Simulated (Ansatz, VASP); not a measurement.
Given: the input of a run of Ansatz 0.2.0 on CoSi.

input.yaml

```yaml
crystal:
  lattice:
    - [2.7245561501, 0.0, 0.0]
    - [0.0, 2.7245561501, 0.0]
    - [0.0, 0.0, 2.7245561501]
  atoms:
    - { symbol: Co, position: [0.0, 0.0, 0.0], spin: 2.0 }
    - { symbol: Si, position: [0.5, 0.5, 0.5] }
hamiltonian:
  xc: pbe
  pseudopotentials: { kind: paw }
magnetization:
  spin_polarized: true
kpoints:
  mp_grid: { grid: [10, 10, 10] }
scf:
  occupations: { method: fermi_dirac, width: 0.05 }
output:
  forces: true
  stress: true
  eigenvalues: true
```

Potentials or basis: Ansatz PAW.

The run is started by

```sh
$ ansatz run input.yaml --threads 2 --pin off --max-ram 5120MiB --backend cpu --events-out ev --progress --plain --runs-dir out
```

Translate it to VASP 6.6.1. Potentials there: VASP PAW PBE potentials, release 64 (Co, Si).

As run (the cutoff follows the program's own potentials):

The input INCAR:

```
ALGO     = Normal         # electronic algorithm
EDIFF    = 1E-7           # SCF threshold, eV
ENCUT    = 520            # plane-wave cutoff, eV
GGA      = PE             # functional
ISIF     = 2              # what is computed and relaxed
ISMEAR   = -1             # smearing method
ISPIN    = 2              # spin polarisation
LASPH    = True           # aspherical terms in the spheres
LCHARG   = False          # write CHGCAR
LMAXMIX  = 4              # l up to which the mixer works
LORBIT   = 11             # projections on sites
LREAL    = False          # projectors in reciprocal space
LWAVE    = False          # write WAVECAR
MAGMOM   = 2 0            # initial moments
NBANDS   = 18             # bands
NELM     = 150            # most SCF steps
PREC     = Accurate       # precision mode
SIGMA    = 0.05           # smearing width, eV
```

File KPOINTS:

```
k-points
0
Gamma
  10 10 10
```

Contents of POSCAR:

```
CoSi
1.0
    2.7245561501      0.0000000000      0.0000000000
    0.0000000000      2.7245561501      0.0000000000
    0.0000000000      0.0000000000      2.7245561501
Co Si
1 1
Direct
    0.0000000000      0.0000000000      0.0000000000
    0.5000000000      0.5000000000      0.5000000000
```

Potentials or basis: VASP PAW PBE potentials, release 64 (Co, Si).

The run is started by

```console
$ cat potpaw_PBE.64/Co/POTCAR potpaw_PBE.64/Si/POTCAR > POTCAR
$ mpirun -np 1 vasp_std > vasp.out
```

Both were run:

|  | VASP | Ansatz | Ansatz less VASP |
| --- | --- | --- | --- |
| gap on the k mesh at the Fermi level (eV) | none | none | - |
| pressure (GPa) | 15.5 | 15.7 | +0.14 |
| net moment per atom (μB) | 0.25 | 0.26 | +0.005 |
| size of the moment on the site where the two differ most (μB) | 0.49 | 0.51 | +0.015 |

Site moments also hang on the region over which each program counts them. A gap of «none» marks a metal or a gap that the smearing closes. With one functional, cell and mesh, what is left measures potentials, basis and numerics. The two sets of potentials don't hold the same shells in valence.
